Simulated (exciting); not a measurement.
# MgO (P-6m2) in exciting: a series of runs

One crystal, MgO, is run at these levels: LDA, PBE, RPBE; tasks: single point.

All numbers are computed with exciting (release sodium); they aren't measurements. Logs are shortened: lines on timing, memory, paths and dates and some standing lists are left out, and cuts for length are marked.

## 1. Starting point

Symmetry: P-6m2, No. 187, hexagonal system. The conventional cell has a = 2.727 Å, b = 2.727 Å, c = 2.488 Å, α = 90.00°, β = 90.00°, γ = 120.00°. Mg (site symmetry -6m2) is surrounded by 6 O at 2.01 Å. O (site symmetry -6m2) has 6 Mg at 2.01 Å as nearest neighbours.

Measurements of this composition are mostly on another form, of space group No. 225.

## 2. Single point, LDA

input.xml reads:

```xml
<input>
  <title>MgO</title>
  <structure speciespath="./" tshift="false">
    <crystal scale="1">
      <basevect>5.154071164451 0.000000000000 0.000000000000</basevect>
      <basevect>-2.577035582226 4.463556561458 0.000000000000</basevect>
      <basevect>0.000000000000 0.000000000000 4.700872414470</basevect>
    </crystal>
    <species speciesfile="Mg.xml" rmt="2">
      <atom coord="0.000000000000 0.000000000000 0.000000000000"/>
    </species>
    <species speciesfile="O.xml" rmt="1.45">
      <atom coord="0.333333333300 0.666666666700 0.500000000000"/>
    </species>
  </structure>
  <groundstate do="fromscratch" ngridk="10 10 10" rgkmax="7.5" gmaxvr="14" lmaxapw="10" lmaxmat="10" lmaxvr="8" xctype="LDA_PW" stype="Gaussian" swidth="0.00036749" nempty="10" ValenceRelativity="iora*" epsengy="1e-05" epspot="1e-05" maxscl="60" tforce="true" outputlevel="normal"/>
  <properties>
    <chargedensityplot>
      <plot3d>
        <box grid="14 14 13">
          <origin coord="0 0 0"/>
          <point coord="1 0 0"/>
          <point coord="0 1 0"/>
          <point coord="0 0 1"/>
        </box>
      </plot3d>
    </chargedensityplot>
    <elfplot>
      <plot3d>
        <box grid="14 14 13">
          <origin coord="0 0 0"/>
          <point coord="1 0 0"/>
          <point coord="0 1 0"/>
          <point coord="0 0 1"/>
        </box>
      </plot3d>
    </elfplot>
    <exccplot>
      <plot3d>
        <box grid="14 14 13">
          <origin coord="0 0 0"/>
          <point coord="1 0 0"/>
          <point coord="0 1 0"/>
          <point coord="0 0 1"/>
        </box>
      </plot3d>
    </exccplot>
  </properties>
</input>
```

Potentials or basis: all-electron LAPW+lo, shipped species files, valence relativity iora*.

Run with:

```console
OMP_NUM_THREADS=1 exciting_smp
```

INFO.OUT:

```text
================================================================================
EXCITING SODIUM started
[... 10 lines left out ...]

 Lattice vectors (cartesian) :
      5.1540711645      0.0000000000      0.0000000000
     -2.5770355822      4.4635565615      0.0000000000
      0.0000000000      0.0000000000      4.7008724145

 Reciprocal lattice vectors (cartesian) :
      1.2190722842      0.7038317114     -0.0000000000
      0.0000000000      1.4076634228      0.0000000000
      0.0000000000     -0.0000000000      1.3365998379

 Unit cell volume                           :     108.1458646930
 Brillouin zone volume                      :       2.2936634160

 Species :    1 (Mg)
     parameters loaded from                 :    Mg.xml
     name                                   :    magnesium
     nuclear charge                         :     -12.00000000
     electronic charge                      :      12.00000000
     atomic mass                            :   44305.30463000
     muffin-tin radius                      :       2.00000000
     # of radial points in muffin-tin       :     300

     atomic positions (lattice) :
       1 :   0.00000000  0.00000000  0.00000000

 Species :    2 (O)
     parameters loaded from                 :    O.xml
     name                                   :    oxygen
     nuclear charge                         :      -8.00000000
     electronic charge                      :       8.00000000
     atomic mass                            :   29165.12203000
     muffin-tin radius                      :       1.45000000
     # of radial points in muffin-tin       :     250

     atomic positions (lattice) :
       1 :   0.33333333  0.66666667  0.50000000

 Total number of atoms per unit cell        :       2

 Spin treatment                             :    spin-unpolarised

 Number of Bravais lattice symmetries       :      24
 Number of crystal symmetries               :      12

 k-point grid                               :      10   10   10
 Total number of k-points                   :     132
 k-point set is reduced with crystal symmetries

 R^MT_min * |G+k|_max (rgkmax)              :       7.50000000
 Species with R^MT_min                      :       2 (O)
 Maximum |G+k| for APW functions            :       5.17241379
 Maximum |G| for potential and density      :      14.00000000

 G-vector grid sizes                        :      24    24    24
 Total number of G-vectors                  :    5025

 Maximum angular momentum used for
     APW functions                          :      10
     computing H and O matrix elements      :      10
     potential and density                  :       8
     inner part of muffin-tin               :       2

 Total nuclear charge                       :     -20.00000000
 Total electronic charge                    :      20.00000000
 Total core charge                          :       4.00000000
 Total valence charge                       :      16.00000000

 Number of empty states                     :      10
 Total number of valence states             :      19

 Maximum Hamiltonian size                   :     278
 Maximum number of plane-waves              :     266
 Total number of local-orbitals             :      12

 Exchange-correlation type                  :       3
     Perdew-Wang, Phys. Rev. B 45, 13244 (1992)

 Smearing scheme                            :    Gaussian
 Smearing width                             :       0.00036749

 Using multisecant Broyden potential mixing
[... 6 lines left out ...]
* Groundstate module started                                                   *
********************************************************************************
 Output level for this task is set to normal

++++++++++++++++++++++++++++++++++++++++++++++++++++++++++++++++++++++++++++++++
[... 5 lines left out ...]
+ SCF iteration number :    1                                                  +
++++++++++++++++++++++++++++++++++++++++++++++++++++++++++++++++++++++++++++++++
 Total energy                               :      -276.41231264
 _______________________________________________________________
 Fermi energy                               :         0.25422785
 Kinetic energy                             :       274.00865565
 Coulomb energy                             :      -526.25082785
 Exchange energy                            :       -22.67437770
 Correlation energy                         :        -1.49576274

 DOS at Fermi energy (states/Ha/cell)       :         0.00000000

 Electron charges :
     core                                   :         4.00000000
     core leakage                           :         0.00000074
     valence                                :        16.00000000
     interstitial                           :         2.31262324
     charge in muffin-tin spheres :
                  atom     1    Mg          :        10.41870085
                  atom     2     O          :         7.26867591
     total charge in muffin-tins            :        17.68737676
     total charge                           :        20.00000000

 Estimated fundamental gap                  :         0.27500811
        valence-band maximum at   22      0.3000  0.3000  0.0000
     conduction-band minimum at    1      0.0000  0.0000  0.0000

++++++++++++++++++++++++++++++++++++++++++++++++++++++++++++++++++++++++++++++++
+ SCF iteration number :    2                                                  +
++++++++++++++++++++++++++++++++++++++++++++++++++++++++++++++++++++++++++++++++
 Total energy                               :      -275.06608640
 _______________________________________________________________
 Fermi energy                               :         0.30155392
 Kinetic energy                             :       274.33062424
 Coulomb energy                             :      -525.39594920
 Exchange energy                            :       -22.51179504
 Correlation energy                         :        -1.48896640

 DOS at Fermi energy (states/Ha/cell)       :         0.00000000

 Electron charges :
     core                                   :         4.00000000
     core leakage                           :         0.00000076
     valence                                :        16.00000000
     interstitial                           :         2.52043106
     charge in muffin-tin spheres :
                  atom     1    Mg          :        10.51018610
                  atom     2     O          :         6.96938284
     total charge in muffin-tins            :        17.47956894
     total charge                           :        20.00000000
[... 274 lines left out ...]
++++++++++++++++++++++++++++++++++++++++++++++++++++++++++++++++++++++++++++++++
+ SCF iteration number :   11                                                  +
++++++++++++++++++++++++++++++++++++++++++++++++++++++++++++++++++++++++++++++++
 Total energy                               :      -274.43315569
 _______________________________________________________________
 Fermi energy                               :         0.33320910
 Kinetic energy                             :       274.48200346
 Coulomb energy                             :      -525.00203470
 Exchange energy                            :       -22.42785313
 Correlation energy                         :        -1.48527132

 DOS at Fermi energy (states/Ha/cell)       :         0.00000000

 Electron charges :
     core                                   :         4.00000000
     core leakage                           :         0.00000076
     valence                                :        16.00000000
     interstitial                           :         2.63430135
     charge in muffin-tin spheres :
                  atom     1    Mg          :        10.57088468
                  atom     2     O          :         6.79481397
     total charge in muffin-tins            :        17.36569865
     total charge                           :        20.00000000

 Estimated fundamental gap                  :         0.17755687
        valence-band maximum at   22      0.3000  0.3000  0.0000
     conduction-band minimum at    1      0.0000  0.0000  0.0000

 RMS change in effective potential (target) :  0.175483E-08  ( 0.100000E-04)
 Absolute change in total energy   (target) :  0.109110E-05  ( 0.100000E-04)
 Charge distance                   (target) :  0.696139E-08  ( 0.100000E-04)
 Abs. change in max-nonIBS-force   (target) :   0.00000      ( 0.500000E-04)

++++++++++++++++++++++++++++++++++++++++++++++++++++++++++++++++++++++++++++++++
| Convergency criteria checked for the last 2 iterations                       +
| Convergence targets achieved. Performing final SCF iteration                 +
++++++++++++++++++++++++++++++++++++++++++++++++++++++++++++++++++++++++++++++++
 Total energy                               :      -274.43315571
 _______________________________________________________________
 Fermi energy                               :         0.33320910
 Kinetic energy                             :       274.48200346
 Coulomb energy                             :      -525.00203471
 Exchange energy                            :       -22.42785313
 Correlation energy                         :        -1.48527132

 DOS at Fermi energy (states/Ha/cell)       :         0.00000000

 Electron charges :
     core                                   :         4.00000000
     core leakage                           :         0.00000076
     valence                                :        16.00000000
     interstitial                           :         2.63430135
     charge in muffin-tin spheres :
                  atom     1    Mg          :        10.57088468
                  atom     2     O          :         6.79481397
     total charge in muffin-tins            :        17.36569865
     total charge                           :        20.00000000

 Estimated fundamental gap                  :         0.17755687
        valence-band maximum at   22      0.3000  0.3000  0.0000
     conduction-band minimum at    1      0.0000  0.0000  0.0000

++++++++++++++++++++++++++++++++++++++++++++++++++++++++++++++++++++++++++++++++
+ Self-consistent loop stopped                                                 +
++++++++++++++++++++++++++++++++++++++++++++++++++++++++++++++++++++++++++++++++
 STATE.OUT is written

--------------------------------------------------------------------------------
- Writing atomic positions and forces                                          -
--------------------------------------------------------------------------------

 Atomic positions (lattice) :
 atom     1  Mg  :     0.00000000    0.00000000    0.00000000
 atom     2   O  :     0.33333333    0.66666667    0.50000000

 Total atomic forces including IBS (cartesian) :
 atom     1  Mg  :    -0.00000000    0.00000000    0.00000000
 atom     2   O  :     0.00000000    0.00000000    0.00000000

 Atomic force components including IBS (cartesian) :
 atom     1  Mg  :    -0.00000000    0.00000000    0.00000000   HF force
                 :    -0.00000000    0.00000000    0.00000000   core correction
                 :     0.00000000   -0.00000000    0.00000000   IBS correction
 atom     2   O  :     0.00000000   -0.00000000    0.00000000   HF force
                 :     0.00000000    0.00000000    0.00000000   core correction
                 :    -0.00000000    0.00000000    0.00000000   IBS correction

********************************************************************************
* Groundstate module stopped                                                   *
********************************************************************************

================================================================================
| EXCITING SODIUM stopped                                                      =
================================================================================
```

Run time: 2.9 min. Hardware: 1 thread of Arm Neoverse V2, shared host; peak memory 0.12 GiB.

Results:

* Free energy: -7467.7066 eV
* Band gap on the k mesh: 4.83 eV, indirect (least direct gap 5.26 eV)
* All electrons inside the program's atomic spheres: Mg 10.57; O 6.79 (radii Mg 2.0, O 1.45 bohr)

A k mesh can miss the band edges.

(Continued in part 2 of 2.)
